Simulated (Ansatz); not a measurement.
GeO$_{2}$ (rutile)

```
GeO2
1.0
    4.48750     0.00000     0.00000
    0.00000     4.48750     0.00000
    0.00000     0.00000     2.90497
Ge O
2 4
Direct
  0.00000   0.00000   0.00000
  0.50000   0.50000   0.50000
  0.30714   0.30714   0.00000
  0.80714   0.19286   0.50000
  0.19286   0.80714   0.50000
  0.69286   0.69286   0.00000
```

The atoms are displaced by Q × the pattern below (from a DFPT mode at Γ, largest move 1; Q in Å), at fixed cell.

```json
[
 {"atom": "O3", "x": "-0.707", "y": "0.707", "z": "0.000"},
 {"atom": "O4", "x": "-0.707", "y": "-0.707", "z": "0.000"},
 {"atom": "O5", "x": "0.707", "y": "0.707", "z": "0.000"},
 {"atom": "O6", "x": "0.707", "y": "-0.707", "z": "0.000"}
]
```

Atoms not listed stay in place.

Computed with PBE (plane waves to 420 eV, PAW, scalar-relativistic; Ansatz, a first-principles code). k mesh 8×8×11 (Γ-centred), Fermi-Dirac smearing 0.05 eV. Energies are smeared free energies. GeO2 was relaxed with its symmetry unable to fall. The zero of ΔE is the undisplaced structure.

Question: Give the computed ΔE (meV/cell) at Q (Å) = -0.150, -0.120, 0.030, 0.090, 0.150.

Answer: 
| Q (Å) | ΔE (meV/cell) |
|---|---|
| -0.150 | 67.7 |
| -0.120 | 41.8 |
| 0.030 | 2.5 |
| 0.090 | 22.9 |
| 0.150 | 67.7 |

(For displaced atoms, the force is minus the slope of the energy, and its curvature is a force constant, which sets phonon frequencies.)
